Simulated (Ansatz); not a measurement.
# CdO (Monteponite) (Fm-3m) in Ansatz: convergence with k mesh

Aim: find how far k mesh must go before the results for CdO (Monteponite) settle, at LDA. This setting moves, with any that are tied to it; all else stays.

Program: Ansatz 0.2.0. These are calculated values, not measurements. Logs are shortened: lines on timing, memory, paths and dates and some standing lists are left out, and cuts for length are marked.

## 1. The crystal as given

Symmetry: Fm-3m, No. 225, cubic system. The conventional cell has a = 4.699 Å, b = 4.699 Å, c = 4.699 Å, α = 90.00°, β = 90.00°, γ = 90.00°. Around Cd (site symmetry m-3m) lie 6 O at 2.35 Å. O (site symmetry m-3m) has 6 Cd at 2.35 Å as nearest neighbours.

## 2. With k mesh 3 × 3 × 3

input.yaml reads:

```yaml
crystal:
  lattice:
    - [0.0, 2.3495, 2.3495]
    - [2.3495, 0.0, 2.3495]
    - [2.3495, 2.3495, 0.0]
  atoms:
    - { symbol: Cd, position: [0.0, 0.0, 0.0] }
    - { symbol: O, position: [0.5, 0.5, 0.5] }
hamiltonian:
  xc: lda
  pseudopotentials: { kind: paw, level: accurate }
kpoints:
  mp_grid: { grid: [3, 3, 3] }
scf:
  occupations: { method: fermi_dirac, width: 0.1 }
output:
  forces: true
  stress: true
  eigenvalues: true
```

Potentials or basis: Ansatz PAW earlier set.

Launch:

```console
> ansatz run input.yaml --threads 2 --pin off --max-ram 5632MiB --backend cpu --events-out ev --progress --plain --runs-dir out
```

Wall time 0.56 s (2 threads of Arm Neoverse V1, shared host); peak memory 0.28 GiB.

Results:

```yaml
Free_energy: -8673.9668 eV
Pressure: -4.7 GPa
Band_gap_on_the_k_mesh: none (metal or under the smearing width)
```

## 3. With k mesh 4 × 4 × 4

input.yaml, as its differences from that of step 2:

```diff
@@ -12,3 +12,3 @@
 kpoints:
-  mp_grid: { grid: [3, 3, 3] }
+  mp_grid: { grid: [4, 4, 4] }
 scf:
```

Potentials or basis: Ansatz PAW earlier set.

Launch:

```console
> ansatz run input.yaml --threads 2 --pin off --max-ram 5632MiB --backend cpu --events-out ev --progress --plain --runs-dir out
```

Wall time 0.69 s (2 threads of Arm Neoverse V1, shared host); peak memory 0.29 GiB.

Results:

```
Free energy            : -8674.0641 eV
Pressure               : -5.8 GPa
Band gap on the k mesh : none (metal or under the smearing width)
```

## 4. With k mesh 5 × 5 × 5

input.yaml, as its differences from that of step 3:

```diff
@@ -12,3 +12,3 @@
 kpoints:
-  mp_grid: { grid: [4, 4, 4] }
+  mp_grid: { grid: [5, 5, 5] }
 scf:
```

Launch:

```console
> ansatz run input.yaml --threads 2 --pin off --max-ram 5632MiB --backend cpu --events-out ev --progress --plain --runs-dir out
```

Run time: 0.78 s. Hardware: 2 threads of Arm Neoverse V1, shared host; peak memory 0.29 GiB.

Results:

```
Free energy            : -8674.0774 eV
Pressure               : -5.9 GPa
Band gap on the k mesh : none (metal or under the smearing width)
```

## 5. With k mesh 6 × 6 × 6

input.yaml, as its differences from that of step 4:

```diff
@@ -12,3 +12,3 @@
 kpoints:
-  mp_grid: { grid: [5, 5, 5] }
+  mp_grid: { grid: [6, 6, 6] }
 scf:
```

Launch:

```console
> ansatz run input.yaml --threads 2 --pin off --max-ram 5632MiB --backend cpu --events-out ev --progress --plain --runs-dir out
```

Run time: 1 s. Hardware: 2 threads of Arm Neoverse V1, shared host; peak memory 0.3 GiB.

Results:

```
Free energy            : -8674.0796 eV
Pressure               : -6.0 GPa
Band gap on the k mesh : none (metal or under the smearing width)
```

## 6. With k mesh 7 × 7 × 7

input.yaml, as its differences from that of step 5:

```diff
@@ -12,3 +12,3 @@
 kpoints:
-  mp_grid: { grid: [6, 6, 6] }
+  mp_grid: { grid: [7, 7, 7] }
 scf:
```

Potentials or basis: Ansatz PAW earlier set.

Launch:

```console
> ansatz run input.yaml --threads 2 --pin off --max-ram 5632MiB --backend cpu --events-out ev --progress --plain --runs-dir out
```

It took 1.2 s on 2 threads of Arm Neoverse V1, shared host; peak memory 0.31 GiB.

The run converged. Its results:

```
Free energy            : -8674.0790 eV
Pressure               : -6.1 GPa
Band gap on the k mesh : none (metal or under the smearing width)
```

## 7. With k mesh 9 × 9 × 9

input.yaml, as its differences from that of step 6:

```diff
@@ -12,3 +12,3 @@
 kpoints:
-  mp_grid: { grid: [7, 7, 7] }
+  mp_grid: { grid: [9, 9, 9] }
 scf:
```

Launch:

```console
> ansatz run input.yaml --threads 2 --pin off --max-ram 5632MiB --backend cpu --events-out ev --progress --plain --runs-dir out
```

Run time: 1.8 s. Hardware: 2 threads of Arm Neoverse V1, shared host; peak memory 0.34 GiB.

Results (log left out):

```
Free energy            : -8674.0776 eV
Pressure               : -6.1 GPa
Band gap on the k mesh : none (metal or under the smearing width)
```

## 8. With k mesh 11 × 11 × 11

input.yaml, as its differences from that of step 7:

```diff
@@ -12,3 +12,3 @@
 kpoints:
-  mp_grid: { grid: [9, 9, 9] }
+  mp_grid: { grid: [11, 11, 11] }
 scf:
```

Launch:

```console
> ansatz run input.yaml --threads 2 --pin off --max-ram 5632MiB --backend cpu --events-out ev --progress --plain --runs-dir out
```

It took 2.7 s on 2 threads of Arm Neoverse V1, shared host; peak memory 0.35 GiB.

It converged, with:

```yaml
Free_energy: -8674.0772 eV
Pressure: -6.1 GPa
Band_gap_on_the_k_mesh: none (metal or under the smearing width)
```

## 9. With k mesh 13 × 13 × 13

input.yaml, as its differences from that of step 8:

```diff
@@ -12,3 +12,3 @@
 kpoints:
-  mp_grid: { grid: [11, 11, 11] }
+  mp_grid: { grid: [13, 13, 13] }
 scf:
```

Potentials or basis: Ansatz PAW earlier set.

Launch:

```console
> ansatz run input.yaml --threads 2 --pin off --max-ram 5632MiB --backend cpu --events-out ev --progress --plain --runs-dir out
```

Run time: 3.9 s. Hardware: 2 threads of Arm Neoverse V1, shared host; peak memory 0.37 GiB.

The run converged. Its results:

| Item | Value |
| --- | --- |
| Free energy | -8674.0773 eV |
| Pressure | -6.1 GPa |
| Band gap on the k mesh | none (metal or under the smearing width) |

## 10. With k mesh 16 × 16 × 16

input.yaml, as its differences from that of step 9:

```diff
@@ -12,3 +12,3 @@
 kpoints:
-  mp_grid: { grid: [13, 13, 13] }
+  mp_grid: { grid: [16, 16, 16] }
 scf:
```

Potentials or basis: Ansatz PAW earlier set.

Launch:

```console
> ansatz run input.yaml --threads 2 --pin off --max-ram 5632MiB --backend cpu --events-out ev --progress --plain --runs-dir out
```

Log:

```text
Warning: RAYON_NUM_THREADS=2 ignored (pool sized by the plan → 2); use --threads N
Engine: ansatz 0.2.0, aarch64-unknown-linux-gnu
Pseudopotentials: kind: paw, level: accurate
Pseudopotential: Cd, paw, valence charge 20, recommended cutoff 620 eV (high), Cd.paw.azcp
Pseudopotential: O, paw, valence charge 6, recommended cutoff 900 eV (normal), O.paw.azcp#accurate
Functional definition: SPW92
  exchange = slater_x
  correlation = pw_c
Crystal: 2 atoms, lattice volume = 25.939 Å³
Basis set: ecut = 900 eV, 1639 PW (Γ)
Bands: 17, of which v1, the nominal top of the filled ones, is band 13 counted from 1 (12 counted from 0)
Symmetry: 48 space group operations
Space group: Fm-3m (ITA 225), of the structure as read, at distance tolerance 3.0e-5 Å
k-points: 145 of 4096
Non-local potential: Cd, projectors of the file, l = 0: 3, l = 1: 3, l = 2: 2, l = 3: 2
Non-local potential: O, projectors of the file, l = 0: 2, l = 1: 2, l = 2: 2, l = 3: 1
PAW form: soft (Blöchl's): semilocal exchange-correlation on the pseudo side does not see the compensation charge
PAW frozen core: Cd, regenerated for the run's functional, and the local potential with it (the file was generated under x = pbe(κ = 0.804, μ = 0.2195149727645171), c = pbe(β = 0.06672455060314922))
PAW frozen core: O, regenerated for the run's functional, and the local potential with it (the file was generated under x = pbe(κ = 0.804, μ = 0.2195149727645171), c = pbe(β = 0.06672455060314922))
PAW one-centre angular grid: Cd, 590 points (default); XC on 64 Gauss nodes
PAW one-centre angular grid: O, 194 points (default); XC on 64 Gauss nodes
Initial density: superposition of atomic densities (chi_scale 0.1, normalization cell, long waves kept (reshape's long-wave potential 0.00 eV rms))
Initial wavefunctions: pseudopotential atomic-orbital guess
Functional: x = slater, c = lda
SCF iter   1: F=—  HF=-8674.612825 eV  |F-HF|=—  |Δ(HF+E_count)|=         —  Δρ=9.82e-2  dr2=1.85e0  ethr=3.10e-3  ⟨swp⟩=3.9  Hψ=10031  notcnv=0
preconditioner: auto → none  [insulator: Δε(μ)=0.395 eV  Ē_g=15.812 eV  σ=0.100 eV  W_gap=0.75  n_scr=14 (ndim 8)  ℏωp=30.9 eV  f_vac=0.000  D(μ)=0.08/eV (n_scr^D=0)  ε∞_Penn≈4.8]
SCF iter   2: F=—  HF=-8674.091249 eV  |F-HF|=—  |Δ(HF+E_count)|=   5.22e-1  Δρ=3.09e-2  dr2=7.45e-2  ethr=3.10e-3  ⟨swp⟩=2.0  Hψ=5423  notcnv=0
SCF iter   3: F=—  HF=-8674.077761 eV  |F-HF|=—  |Δ(HF+E_count)|=   1.35e-2  Δρ=1.25e-2  dr2=1.21e-2  ethr=2.87e-4  ⟨swp⟩=3.0  Hψ=5946  notcnv=0
SCF iter   4: F=—  HF=-8674.077614 eV  |F-HF|=—  |Δ(HF+E_count)|=   1.47e-4  Δρ=4.66e-3  dr2=1.76e-3  ethr=4.64e-5  ⟨swp⟩=1.6  Hψ=3497  notcnv=0
SCF iter   5: F=—  HF=-8674.077518 eV  |F-HF|=—  |Δ(HF+E_count)|=   9.59e-5  Δρ=7.35e-4  dr2=4.62e-5  ethr=6.78e-6  ⟨swp⟩=2.9  Hψ=4239  notcnv=0
SCF iter   6: F=—  HF=-8674.077532 eV  |F-HF|=—  |Δ(HF+E_count)|=   1.39e-5  Δρ=6.05e-5  dr2=3.19e-7  ethr=1.78e-7  ⟨swp⟩=2.7  Hψ=4490  notcnv=0
SCF iter   7: F=-8674.077532 eV  HF=-8674.077532 eV  |F-HF|=2.16e-10  |Δ(HF+E_count)|=   9.28e-9  Δρ=2.65e-6  dr2=5.56e-10  ethr=3.85e-10  ⟨swp⟩=6.1  Hψ=11488  notcnv=0
SCF 1 converged in 7 iterations: F = -8674.077532 eV  dr2 = 5.56e-10
SCF converged after 7 iterations
Free energy (F): -8674.077532 eV
Harris-Foulkes:  -8674.077532 eV  (|F-HF|=2.16e-10)
Internal energy: -8674.073863 eV  (E = F + TS)
E sigma→0 (E₀):  -8674.075698 eV
Entropy (-TS):   -0.003669 eV (-1.834 meV/atom)
Fermi energy:    12.467223 eV
--- Per-component energies (eV) ---
  E_band       = -362.414443
  E_kinetic    = 974.697377
  E_local      = -4890.545383  (includes V_loc(G=0)·N_el)
  E_nonlocal   = 1651.221674
  E_hartree    = 1422.384525
  E_xc         = -310.621078
  E_vxc        = -393.517604  (∫ρ·V_xc dr)
  E_paw        = -4058.473603  (= ΣΔE_a, less E_core_relax)
  E_vpaw       = -549.040881  (= ΣTr[D̂ρ^β], less what the cores' own moments, if any, meet on the grid)
  E_core_relax = -0.000007  (the energy of the cores' relaxation)
  E_aug_tail   = 0.000092  (compensation charges beyond the density's cutoff)
  E_ewald      = -3463.600073
  E_core_change = 0.862614  (= ΣΔE_core)
  E_smearing   = -0.003669  (= −TS)
  E_closure    = 0.000000  (closes the sum)
  Σ components = -8674.077532   (vs F -8674.077532, Δ=0.00e0)
--- Forces (eV/Å), atoms counted from 1 ---
  atom   1  Cd    -0.00000000     0.00000000     0.00000000
  atom   2  O      0.00000000     0.00000000     0.00000000
  max |Σ_I F_I| component: 3.27e-29 eV/Å
--- Stress (GPa, compression-positive) ---
       -6.056564       0.000000       0.000000
       -0.000000      -6.056564       0.000000
        0.000000      -0.000000      -6.056564
  P = ⅓ Tr σ = -6.0566 GPa (-60.566 kbar)
--- Band table (eV; the first three rows and the last of 145) ---
  k-point 0: bands = ["-87.9360", "-49.0958", "-49.0958", "-49.0958", "-4.9328", "5.5421", "5.5421", "5.5421", "5.8418", "5.8418", "10.7888", "10.7888", "10.7888", "11.6810", "26.5555", "29.0876", "29.0876"]
  k-point 1: bands = ["-87.9359", "-49.0965", "-49.0959", "-49.0959", "-4.9038", "5.5260", "5.5516", "5.5516", "5.8102", "5.8102", "10.3063", "10.8476", "10.8476", "12.2190", "26.1458", "28.4508", "28.6644"]
  k-point 2: bands = ["-87.9358", "-49.0983", "-49.0962", "-49.0962", "-4.8200", "5.4715", "5.5512", "5.5512", "5.7525", "5.7525", "9.6365", "11.0113", "11.0113", "13.0597", "24.9875", "27.7857", "27.7857"]
  k-point 144: bands = ["-87.9346", "-49.1073", "-49.1073", "-49.1027", "-4.1349", "5.3208", "5.3977", "5.3977", "6.2559", "6.4727", "9.1478", "9.1478", "10.2648", "17.9867", "20.9486", "20.9486", "22.7434"]
```

Run time: 6.5 s. Hardware: 2 threads of Arm Neoverse V1, shared host; peak memory 0.43 GiB.

Results:

```yaml
Free_energy: -8674.0775 eV
Pressure: -6.1 GPa
Band_gap_on_the_k_mesh: none (metal or under the smearing width)
```

## 11. Summary

| k mesh | energy less the tightest run, at zero smearing (meV/atom) | pressure (GPa) | SCF cycles | CPU time (s) | peak memory (GiB) |
| --- | --- | --- | --- | --- | --- |
| 3 × 3 × 3 | 61.52 | -4.69 | 7 | 0.91 | 0.28 |
| 4 × 4 × 4 | 8.79 | -5.77 | 7 | 1.2 | 0.29 |
| 5 × 5 × 5 | 1.01 | -5.95 | 7 | 1.4 | 0.29 |
| 6 × 6 × 6 | -0.90 | -6.04 | 7 | 1.8 | 0.3 |
| 7 × 7 × 7 | -0.87 | -6.07 | 7 | 2.2 | 0.31 |
| 9 × 9 × 9 | -0.37 | -6.08 | 7 | 3.4 | 0.34 |
| 11 × 11 × 11 | 0.11 | -6.07 | 7 | 5.2 | 0.35 |
| 13 × 13 × 13 | 0.17 | -6.05 | 7 | 7.5 | 0.37 |
| 16 × 16 × 16 | 0.00 | -6.06 | 7 | 13 | 0.43 |

Against the tightest run, the energy stays within 1 meV/atom from 6 × 6 × 6 on; the pressure stays within 0.1 GPa from 6 × 6 × 6 on. Meshes of other sizes hit other points, so gaps and Fermi surfaces needn't settle smoothly. The tightest run that finished is the yardstick and may itself not be fully converged.

Caveats: the PAW data sets come from PBE, with cores solved anew for the run's functional, which leaves a small shift of forces and pressure.
